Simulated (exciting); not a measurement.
The system is Li2S.

```
CELL_PARAMETERS angstrom
0.00000 2.84450 2.84450
2.84450 0.00000 2.84450
2.84450 2.84450 0.00000
ATOMIC_POSITIONS crystal
S 0.00000 0.00000 0.00000
Li 0.75000 0.75000 0.75000
Li 0.25000 0.25000 0.25000
```

Base run:

```yaml
Program: exciting (release sodium)
Functional: LDA
Potentials_or_basis: all-electron LAPW+lo, shipped species files, valence relativity zora
rgkmax: 7
k_mesh: 8 × 8 × 8
Occupations: fermi-dirac, width 0.05 eV
Spin: no spin polarisation
```

Its results: band gap on the k mesh 3.17 eV, indirect (least direct gap 4.08 eV).

**Question.** After a change of settings the same cell gave: band gap on the k mesh 3.56 eV, indirect (least direct gap 4.47 eV). Which change was it?
A. functional from LDA to RPBE
B. functional from LDA to PBEsol
C. functional from LDA to PBE
D. functional from LDA to PBE; occupations from fermi-dirac, width 0.05 eV to gaussian, width 0.011 eV

**Answer.** A.
